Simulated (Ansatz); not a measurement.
# 96-atom supercell of antifluorite Li2S

Wanted: energy, pressure and frontier levels of the defect-free cell (PBEsol, HSE06 and r²SCAN).

All numbers are computed with Ansatz 0.2.0 (PAW, plane waves).

**1. The system as built**

96 atoms (64 Li, 32 S); a = 11.314 Å, b = 11.314 Å, c = 11.314 Å, α = 90.00°, β = 90.00°, γ = 90.00°.

Plan of the steps: (2) PBEsol cell relaxation at the single k point (¼, ¼, ¼), on 8 threads of AMD EPYC 9R45; (3) HSE06 single point at the Γ point alone, on 8 threads of AMD EPYC 9R45; (4) r²SCAN single point at the Γ point alone, on 8 threads of AMD EPYC 9R45.

**2. PBEsol relaxation of the cell and the positions**

in.yaml

```yaml
crystal:
  lattice:
    - [11.313908, 0.000000, 0.000000]
    - [0.000000, 11.313908, 0.000000]
    - [0.000000, 0.000000, 11.313908]
  atoms:
    - { symbol: Li, position: [0.375000, 0.125000, 0.125000] }
    - { symbol: Li, position: [0.375000, 0.125000, 0.625000] }
    - { symbol: Li, position: [0.375000, 0.625000, 0.125000] }
    - { symbol: Li, position: [0.375000, 0.625000, 0.625000] }
    - { symbol: Li, position: [0.875000, 0.125000, 0.125000] }
    - { symbol: Li, position: [0.875000, 0.125000, 0.625000] }
    - { symbol: Li, position: [0.875000, 0.625000, 0.125000] }
    - { symbol: Li, position: [0.875000, 0.625000, 0.625000] }
    - { symbol: Li, position: [0.125000, 0.375000, 0.125000] }
    - { symbol: Li, position: [0.125000, 0.375000, 0.625000] }
    - { symbol: Li, position: [0.125000, 0.875000, 0.125000] }
    - { symbol: Li, position: [0.125000, 0.875000, 0.625000] }
    - { symbol: Li, position: [0.625000, 0.375000, 0.125000] }
    - { symbol: Li, position: [0.625000, 0.375000, 0.625000] }
    - { symbol: Li, position: [0.625000, 0.875000, 0.125000] }
    - { symbol: Li, position: [0.625000, 0.875000, 0.625000] }
    - { symbol: Li, position: [0.125000, 0.125000, 0.375000] }
    - { symbol: Li, position: [0.125000, 0.125000, 0.875000] }
    - { symbol: Li, position: [0.125000, 0.625000, 0.375000] }
    - { symbol: Li, position: [0.125000, 0.625000, 0.875000] }
    - { symbol: Li, position: [0.625000, 0.125000, 0.375000] }
    - { symbol: Li, position: [0.625000, 0.125000, 0.875000] }
    - { symbol: Li, position: [0.625000, 0.625000, 0.375000] }
    - { symbol: Li, position: [0.625000, 0.625000, 0.875000] }
    - { symbol: Li, position: [0.125000, 0.125000, 0.125000] }
    - { symbol: Li, position: [0.125000, 0.125000, 0.625000] }
    - { symbol: Li, position: [0.125000, 0.625000, 0.125000] }
    - { symbol: Li, position: [0.125000, 0.625000, 0.625000] }
    - { symbol: Li, position: [0.625000, 0.125000, 0.125000] }
    - { symbol: Li, position: [0.625000, 0.125000, 0.625000] }
    - { symbol: Li, position: [0.625000, 0.625000, 0.125000] }
    - { symbol: Li, position: [0.625000, 0.625000, 0.625000] }
    - { symbol: Li, position: [0.375000, 0.375000, 0.375000] }
    - { symbol: Li, position: [0.375000, 0.375000, 0.875000] }
    - { symbol: Li, position: [0.375000, 0.875000, 0.375000] }
    - { symbol: Li, position: [0.375000, 0.875000, 0.875000] }
    - { symbol: Li, position: [0.875000, 0.375000, 0.375000] }
    - { symbol: Li, position: [0.875000, 0.375000, 0.875000] }
    - { symbol: Li, position: [0.875000, 0.875000, 0.375000] }
    - { symbol: Li, position: [0.875000, 0.875000, 0.875000] }
    - { symbol: Li, position: [0.375000, 0.375000, 0.125000] }
    - { symbol: Li, position: [0.375000, 0.375000, 0.625000] }
    - { symbol: Li, position: [0.375000, 0.875000, 0.125000] }
    - { symbol: Li, position: [0.375000, 0.875000, 0.625000] }
    - { symbol: Li, position: [0.875000, 0.375000, 0.125000] }
    - { symbol: Li, position: [0.875000, 0.375000, 0.625000] }
    - { symbol: Li, position: [0.875000, 0.875000, 0.125000] }
    - { symbol: Li, position: [0.875000, 0.875000, 0.625000] }
    - { symbol: Li, position: [0.375000, 0.125000, 0.375000] }
    - { symbol: Li, position: [0.375000, 0.125000, 0.875000] }
    - { symbol: Li, position: [0.375000, 0.625000, 0.375000] }
    - { symbol: Li, position: [0.375000, 0.625000, 0.875000] }
    - { symbol: Li, position: [0.875000, 0.125000, 0.375000] }
    - { symbol: Li, position: [0.875000, 0.125000, 0.875000] }
    - { symbol: Li, position: [0.875000, 0.625000, 0.375000] }
    - { symbol: Li, position: [0.875000, 0.625000, 0.875000] }
    - { symbol: Li, position: [0.125000, 0.375000, 0.375000] }
    - { symbol: Li, position: [0.125000, 0.375000, 0.875000] }
    - { symbol: Li, position: [0.125000, 0.875000, 0.375000] }
    - { symbol: Li, position: [0.125000, 0.875000, 0.875000] }
    - { symbol: Li, position: [0.625000, 0.375000, 0.375000] }
    - { symbol: Li, position: [0.625000, 0.375000, 0.875000] }
    - { symbol: Li, position: [0.625000, 0.875000, 0.375000] }
    - { symbol: Li, position: [0.625000, 0.875000, 0.875000] }
    - { symbol: S, position: [0.000000, 0.000000, 0.000000] }
    - { symbol: S, position: [0.000000, 0.000000, 0.500000] }
    - { symbol: S, position: [0.000000, 0.500000, 0.000000] }
    - { symbol: S, position: [0.000000, 0.500000, 0.500000] }
    - { symbol: S, position: [0.500000, 0.000000, 0.000000] }
    - { symbol: S, position: [0.500000, 0.000000, 0.500000] }
    - { symbol: S, position: [0.500000, 0.500000, 0.000000] }
    - { symbol: S, position: [0.500000, 0.500000, 0.500000] }
    - { symbol: S, position: [0.250000, 0.250000, 0.000000] }
    - { symbol: S, position: [0.250000, 0.250000, 0.500000] }
    - { symbol: S, position: [0.250000, 0.750000, 0.000000] }
    - { symbol: S, position: [0.250000, 0.750000, 0.500000] }
    - { symbol: S, position: [0.750000, 0.250000, 0.000000] }
    - { symbol: S, position: [0.750000, 0.250000, 0.500000] }
    - { symbol: S, position: [0.750000, 0.750000, 0.000000] }
    - { symbol: S, position: [0.750000, 0.750000, 0.500000] }
    - { symbol: S, position: [0.250000, 0.000000, 0.250000] }
    - { symbol: S, position: [0.250000, 0.000000, 0.750000] }
    - { symbol: S, position: [0.250000, 0.500000, 0.250000] }
    - { symbol: S, position: [0.250000, 0.500000, 0.750000] }
    - { symbol: S, position: [0.750000, 0.000000, 0.250000] }
    - { symbol: S, position: [0.750000, 0.000000, 0.750000] }
    - { symbol: S, position: [0.750000, 0.500000, 0.250000] }
    - { symbol: S, position: [0.750000, 0.500000, 0.750000] }
    - { symbol: S, position: [0.000000, 0.250000, 0.250000] }
    - { symbol: S, position: [0.000000, 0.250000, 0.750000] }
    - { symbol: S, position: [0.000000, 0.750000, 0.250000] }
    - { symbol: S, position: [0.000000, 0.750000, 0.750000] }
    - { symbol: S, position: [0.500000, 0.250000, 0.250000] }
    - { symbol: S, position: [0.500000, 0.250000, 0.750000] }
    - { symbol: S, position: [0.500000, 0.750000, 0.250000] }
    - { symbol: S, position: [0.500000, 0.750000, 0.750000] }
  symmetry: { detect: false }
kpoints:
  mp_grid: { grid: [1, 1, 1], shift: [0.25, 0.25, 0.25] }
hamiltonian:
  xc: pbesol
scf:
  occupations: { method: fermi_dirac, width: 0.01 }
relax:
  f_tol: 0.03
  max_steps: 80
  escape_saddle: false
  adjacent_minimum: "off"
  cell: { fix: [shape] }
output:
  forces: true
  eigenvalues: true
  populations: true
  write_density: true
  write_potential: true
  elf: true
  volumetric_format: npy
```

The run is started by

```sh
ansatz run in.yaml --threads 8 --pin off --max-ram 15200MiB --runs-dir r --events-out ev --progress --plain
```

Further steps of the session: Single point with HSE06; r²SCAN single point.

Q: Predict the outcome of this session. Wanted: for each run, top filled to lowest empty; energy; pressure.

As calculated:

```
             level                     time   k points  top filled to lowest empty (eV)  energy (eV/atom)  pressure (GPa)
PBEsol, relaxation     13 s (8 CPU threads)  (¼, ¼, ¼)                             3.81         -431.6538           -0.04
             HSE06  1.8 min (8 CPU threads)          Γ                             4.33         -438.7878               -
            r²SCAN    9.5 s (8 CPU threads)          Γ                             3.86         -440.2023               -
```

| quantity | value |
| --- | --- |
| relaxation | 2 recorded steps, 0.00 eV gained |
| largest shift | 0.00 Å |
| relaxed cell | a = 11.314 Å, b = 11.314 Å, c = 11.314 Å, α = 90.00°, β = 90.00°, γ = 90.00° |

**What this shows.** The atoms kept their fractional positions, and energy and volume hardly changed. At the same k points, r²SCAN gives a spacing 0.47 eV smaller than the 4.33 eV of HSE06. The relaxation ran on other k points, so part of any difference from the later rows can come from the mesh. The price of HSE06 is about 11 times the time of r²SCAN here. With one k point the spacing samples only the states that fold onto it, so it can exceed the gap over the zone.
